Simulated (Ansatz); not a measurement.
Computed with DFT PBE, scalar-relativistic, plane waves, PAW in Ansatz. Settings: cutoff 420 eV, Γ-centred meshes spaced at most about 0.3 Å⁻¹ (2π included), Gaussian smearing. No spin polarisation in the final relaxations.

These are static total energies at zero pressure.

Compare these two cells of Al5GaAs6, each relaxed at this level.

A.

```xyz
12
Lattice="4.0541 0.0000 0.0000 0.0000 4.0541 0.0000 0.0000 0.0000 17.1817" Properties=species:S:1:pos:R:3 pbc="T T T"
Al    0.0000    0.0000   11.4584
Al    2.0271    2.0271   14.3202
Al    0.0000    0.0000    0.0000
Al    2.0271    2.0271    2.8615
Al    0.0000    0.0000    5.7233
Ga    2.0271    2.0271    8.5909
As    2.0271    0.0000   15.7510
As    0.0000    2.0271    1.4307
As    2.0271    0.0000    4.2925
As    0.0000    2.0271    7.1484
As    2.0271    0.0000   10.0333
As    0.0000    2.0271   12.8892
```

B.

```xyz
12
Lattice="7.0028 0.0000 0.0000 -3.5014 6.0646 0.0000 0.0000 0.0000 6.6482" Properties=species:S:1:pos:R:3 pbc="T T T"
Al    1.1682    2.0233    6.6442
Al   -2.3332    4.0413    6.6442
Al    4.6665    0.0000    6.6442
Al    3.5014    2.0215    3.3237
Al    0.0000    4.0431    3.3237
Ga    0.0000    0.0000    3.3278
As    1.1700    2.0264    2.4849
As   -2.3315    4.0382    2.4849
As    4.6629    0.0000    2.4849
As    3.5014    2.0215    5.8105
As    0.0000    4.0431    5.8105
As    0.0000    0.0000    5.8237
```

**Question.** Which is lower in energy, and by how much?

**Answer.** A is lower, by 7 meV/atom. A has Al and Ga ordered on zinc blende sites, space group P-4m2 (No. 115), 23.5 Å³/atom and a gap of 1.40 eV on its mesh; B has Al and Ga ordered on wurtzite sites, space group P31m (No. 157), 23.5 Å³/atom and a gap of 1.35 eV. In A, around Al on a site of symmetry 2mm lie 4 As at 2.48 Å; Ga has 4 As at 2.49 Å; around As on its first site lie 4 Al at 2.48 Å; 4 more sites not described. In B, Al on a site of symmetry m has 4 As at 2.48–2.49 Å; Ga has 4 As at 2.49–2.50 Å; As on a site of symmetry m is surrounded by 3 Al at 2.48–2.49 Å and 1 Ga at 2.49 Å; 3 more sites not described. Both come from invented guesses.

Kohn–Sham gaps at this level usually fall short of measured ones. With atoms moved at random, P-4m2 came back. Other cells relaxed within their symmetry can be saddle points.
